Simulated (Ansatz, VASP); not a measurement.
**Au: VASP beside Ansatz**

INCAR

```
SYSTEM = Au
PREC = Accurate ; ENCUT = 520
EDIFF = 1E-6 ; ISMEAR = 0
SIGMA = 0.03 ; LREAL = .FALSE.
LASPH = .TRUE. ; NELM = 60
ALGO = Normal ; ISIF = 2
LWAVE = .FALSE. ; LCHARG = .FALSE.
NBANDS = 12
```

Contents of KPOINTS:

```
regular mesh
0
G
  13 13 13
  0 0 0
```

The input POSCAR:

```
Au
1.0
    0.0000000000      2.0229622709      2.0229622709
    2.0229622709      0.0000000000      2.0229622709
    2.0229622709      2.0229622709      0.0000000000
Au
1
Direct
    0.0000000000      0.0000000000      0.0000000000
```

Input for Ansatz:

```yaml
crystal:
  lattice:
    - [0.0, 2.0229622709, 2.0229622709]
    - [2.0229622709, 0.0, 2.0229622709]
    - [2.0229622709, 2.0229622709, 0.0]
  atoms:
    - { symbol: Au, position: [0.0, 0.0, 0.0] }
hamiltonian:
  xc: lda
  pseudopotentials:
    kind: paw
    azcp:
      Au: "pseudopotentials/Au.paw.azcp"
basis:
  ecutwfc: 420
  fft_grid_basis: typed
kpoints:
  mp_grid: { grid: [13, 13, 13], shift: [0, 0, 0] }
magnetization:
  spin_polarized: false
scf:
  occupations: { method: gaussian, width: 0.03 }
  lower_state_search: "off"
output:
  stress: true
```

Alike in both runs: task single point; functional LDA; k mesh 13 × 13 × 13; occupations gaussian, width 0.03 eV; no spin polarisation.

|  | VASP | Ansatz |
| --- | --- | --- |
| version | VASP 6.6.1 | Ansatz 0.2.0 |
| potentials or method | VASP PAW LDA potentials, release 64 (Au) | plane waves (420 eV) with PAW, scalar-relativistic |
| plane-wave cutoff (eV) | 520 | 420 |
| valence electrons in the cell | 11 | 19 |

|  | VASP | Ansatz | Ansatz less VASP |
| --- | --- | --- | --- |
| pressure (GPa) | 0.4 | -0.1 | -0.51 |

The two sets of potentials don't hold the same shells in valence. Ansatz warned: «pseudo_functional_mismatch».

Spin-orbit coupling is left out, which matters for the levels of Au.
